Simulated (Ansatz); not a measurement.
Geometry optimisation, DFT PBEsol, scalar-relativistic, plane waves, PAW (Ansatz 0.2.0).

Input:

```yaml
crystal:
  lattice:
    - [0.0, 5.43, 5.43]
    - [5.43, 0.0, 5.43]
    - [5.43, 5.43, 0.0]
  atoms:
    - { symbol: Si, position: [0.0, 0.0, 0.0] }
    - { symbol: Si, position: [0.125, 0.125, 0.125] }
    - { symbol: Si, position: [0.0, 0.0, 0.5] }
    - { symbol: Si, position: [0.125, 0.125, 0.625] }
    - { symbol: Si, position: [0.0, 0.5, 0.0] }
    - { symbol: Si, position: [0.125, 0.625, 0.125] }
    - { symbol: Si, position: [0.0, 0.5, 0.5] }
    - { symbol: Si, position: [0.125, 0.625, 0.625] }
    - { symbol: Si, position: [0.5, 0.0, 0.0] }
    - { symbol: Si, position: [0.625, 0.125, 0.125] }
    - { symbol: Si, position: [0.5, 0.0, 0.5] }
    - { symbol: Si, position: [0.625, 0.125, 0.625] }
    - { symbol: Si, position: [0.5, 0.5, 0.0] }
    - { symbol: Si, position: [0.625, 0.625, 0.125] }
    - { symbol: Si, position: [0.5, 0.5, 0.5] }
    - { symbol: Si, position: [0.625, 0.625, 0.625] }
    - { symbol: Si, position: [0.38440359, -0.119893, 0.36873245] }
basis:
  ecutwfc: 420.0
kpoints:
  mp_grid: { grid: [2, 2, 2] }
hamiltonian:
  xc: pbesol
scf:
  occupations: { method: fermi_dirac, width: 0.05 }
  lower_state_search: "off"
relax:
  f_tol: 0.03
  max_steps: 60
  adjacent_minimum: "off"
```

Command:

```bash
$ ansatz run input.yaml --threads 1 --pin off --max-ram 3072MiB --backend cpu --events-out ev --progress --plain --runs-dir out
```

Q: Where does it end, and by what steps?

A: It converged. The force dipped under the threshold on the way, but the program's further checks kept it going. After 3 steps the energy has fallen by 0.149 eV; Si17 moved furthest, 0.07 Å.

```
step  energy less start (eV)  largest force component (eV/Å)  accepted
   0                  0.0000                           0.741       yes
   1                 -0.1261                           0.342       yes
   2                 -0.1485                           0.019       yes
   3                 -0.1485                           0.019       yes
```

```xyz
17
Lattice="0.0000 5.4300 5.4300 5.4300 0.0000 5.4300 5.4300 5.4300 0.0000" Properties=species:S:1:pos:R:3
Si -0.008 0.009 0.001
Si 1.357 1.327 1.362
Si 2.737 2.694 -0.020
Si 4.103 4.074 1.361
Si 2.720 0.006 2.723
Si 4.073 1.358 4.074
Si 5.425 2.711 2.724
Si 6.787 4.074 4.042
Si -0.023 2.693 2.746
Si 1.357 4.073 4.115
Si 2.738 5.454 2.746
Si 4.071 6.789 4.078
Si 2.723 2.708 5.430
Si 4.041 4.073 6.791
Si 5.407 5.454 5.409
Si 6.788 6.820 6.791
Si 1.357 4.074 1.365
```

Whether the end is a true minimum wasn't checked by a vibrational analysis.

Time of the run: 19 s on 1 thread of Arm Neoverse V2 (shared host), peak memory 0.5 GiB.
